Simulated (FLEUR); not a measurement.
# CdTe (F-43m) in FLEUR: a series of runs, part 2 of 2

FLEUR MaX-R8.1 (later development tree).

## (4) Equation of state, LDA, 31.60 Å³/atom (volume scaled by 0.96)

Changes to inp.xml since step 3:

```diff
@@ -24,3 +24,3 @@
       <xi:include xmlns:xi="http://www.w3.org/2001/XInclude" href="sym.xml"> </xi:include>
-      <bulkLattice scale="0.9795861087">
+      <bulkLattice scale="0.9864848297">
          <bravaisMatrix>
```

Started as:

```bash
$ inpgen -f crystal.txt -profile fastHighL
$ # inp.xml edited to the form shown
$ fleur_MPI
```

Run time: 41 s. Hardware: 1 thread of Arm Neoverse V1, shared host; peak memory 0.08 GiB.

Results (log left out):

```
Free energy                                           : -336939.4616 eV
Band gap on the k mesh                                : 0.73 eV, direct
Valence electrons inside the program's atomic spheres : Te 18.85; Cd 18.47 (radii Te 2.23, Cd 2.48 bohr)
```

Caveat: the plane-wave cutoff is short for the semicore states, which can make moduli rough; spin-orbit coupling is left out, which moves the levels of the heavy elements.

## (5) Equation of state, LDA, 32.92 Å³/atom

Changes to inp.xml since step 4:

```diff
@@ -24,3 +24,3 @@
       <xi:include xmlns:xi="http://www.w3.org/2001/XInclude" href="sym.xml"> </xi:include>
-      <bulkLattice scale="0.9864848297">
+      <bulkLattice scale="1.0000000000">
          <bravaisMatrix>
```

Started as:

```bash
$ inpgen -f crystal.txt -profile fastHighL
$ # inp.xml edited to the form shown
$ fleur_MPI
```

Wall time 45 s (1 thread of Arm Neoverse V1, shared host); peak memory 0.08 GiB.

It converged, with:

- Free energy: -336939.4770 eV
- Band gap on the k mesh: 0.61 eV, direct
- Valence electrons inside the program's atomic spheres: Te 18.84; Cd 18.44 (radii Te 2.23, Cd 2.48 bohr)

Caveat: the plane-wave cutoff is short for the semicore states, which can make moduli rough; spin-orbit coupling is left out, which moves the levels of the heavy elements.

## (6) Equation of state, LDA, 34.24 Å³/atom (volume scaled by 1.04)

Changes to inp.xml since step 5:

```diff
@@ -24,3 +24,3 @@
       <xi:include xmlns:xi="http://www.w3.org/2001/XInclude" href="sym.xml"> </xi:include>
-      <bulkLattice scale="1.0000000000">
+      <bulkLattice scale="1.0131594038">
          <bravaisMatrix>
```

Potentials or basis: all-electron, FLAPW.

Started as:

```bash
$ inpgen -f crystal.txt -profile fastHighL
$ # inp.xml edited to the form shown
$ fleur_MPI
```

Run time: 48 s. Hardware: 1 thread of Arm Neoverse V1, shared host; peak memory 0.08 GiB.

Results (log left out):

* Free energy: -336939.4619 eV
* Band gap on the k mesh: 0.49 eV, direct
* Valence electrons inside the program's atomic spheres: Te 18.82; Cd 18.40 (radii Te 2.23, Cd 2.48 bohr)

Caveat: the plane-wave cutoff is short for the semicore states, which can make moduli rough; spin-orbit coupling is left out, which moves the levels of the heavy elements.

## (7) Equation of state, LDA, 34.90 Å³/atom (volume scaled by 1.06)

Changes to inp.xml since step 6:

```diff
@@ -24,3 +24,3 @@
       <xi:include xmlns:xi="http://www.w3.org/2001/XInclude" href="sym.xml"> </xi:include>
-      <bulkLattice scale="1.0131594038">
+      <bulkLattice scale="1.0196128224">
          <bravaisMatrix>
```

Started as:

```bash
$ inpgen -f crystal.txt -profile fastHighL
$ # inp.xml edited to the form shown
$ fleur_MPI
```

It took 50 s on 1 thread of Arm Neoverse V1, shared host; peak memory 0.08 GiB.

It converged, with:

* Free energy: -336939.4439 eV
* Band gap on the k mesh: 0.43 eV, direct
* Valence electrons inside the program's atomic spheres: Te 18.81; Cd 18.39 (radii Te 2.23, Cd 2.48 bohr)

Caveat: the plane-wave cutoff is short for the semicore states, which can make moduli rough; spin-orbit coupling is left out, which moves the levels of the heavy elements.

## (8) Equation of state, LDA

This step only gathers the single runs of the series.

Results:

```yaml
Equilibrium_volume: "32.91 Å³/atom (rough: see the caveat)"
Bulk_modulus: 46 GPa (rough)
```

Energy against volume, from the lowest point:
| volume (Å³/atom) | energy (meV/atom) |
| --- | --- |
| 30.947 | 17.53 |
| 31.605 | 7.71 |
| 32.922 | 0.00 |
| 34.239 | 7.57 |
| 34.897 | 16.57 |

Caveat: the fit is doubtful: noisy points or a state that changes with volume; the plane-wave cutoff is short for the semicore states, which can make moduli rough.

## (9) Against experiment

Step 2. A measured gap of CdTe is 1.607 eV (0 K; a printed reference work, data compilation); the calculated 0.61 eV misses it by -1.00 eV. Spin-orbit coupling on Cd, Te is left out. The value is that of LDA, without temperature or zero-point motion. Semilocal functionals fall short of measured gaps as a rule.
